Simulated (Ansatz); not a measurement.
Electric field gradients in GeSe at a changed volume

The cell is a COD entry, relaxed with PBE at fixed cell and then changed (volume scaled by 0.94, ions relaxed).

Space group Pnma (No. 62); a = 10.5991, b = 3.7714, c = 4.3102 Å.

| site | Wyckoff | site symmetry | x | y | z |
| --- | --- | --- | --- | --- | --- |
| Ge | 4c | .m. | 0.1150 | 0.2500 | 0.1093 |
| Se | 4c | .m. | 0.8554 | 0.2500 | 0.4927 |

One atom of each set is listed.

Level of theory: DFT, PBE, plane waves and PAW, scalar-relativistic, 420 eV cutoff, Γ-centred 4×11×10 k-points, Fermi–Dirac smearing 0.02 eV (Ansatz 0.2.0).

V_zz is the principal component of the electric field gradient with the largest magnitude, η = (V_xx − V_yy)/V_zz and C_Q = eQV_zz/h. ν_Q = 3|C_Q|/[2I(2I − 1)].

73Ge: I = 9/2, Q = -196.0 mb. Nuclear quadrupole moments: year-2017 set (Pyykkö).

| site | atoms | first shell | C_Q (MHz) | η | ν_Q (MHz) |
| --- | --- | --- | --- | --- | --- |
| Ge | 4 | 3 Se at 2.57–2.59 Å; also 3 Se at 3.21–3.22 Å | 28.4 | 0.43 | 1.19 |

At Ge V_zz stands upright on the plane through its three neighbours (within 6°).

Se has no stable isotope with a ground-state quadrupole moment in the table, so these sites are left out.

With a gap of 0.4 eV on this mesh, the gradients can still move by some per cent as the k-mesh gets denser.

The relaxation (5 steps) took 3.7 min of wall time (3.7 min of CPU time) and 1.3 GiB at its peak, on 1 thread of Intel Xeon 6975P-C (Granite Rapids) (x86_64; 16 cores open to the job, memory cap 3.0 GiB, no GPU), a shared host with a load of 0.8 a core.
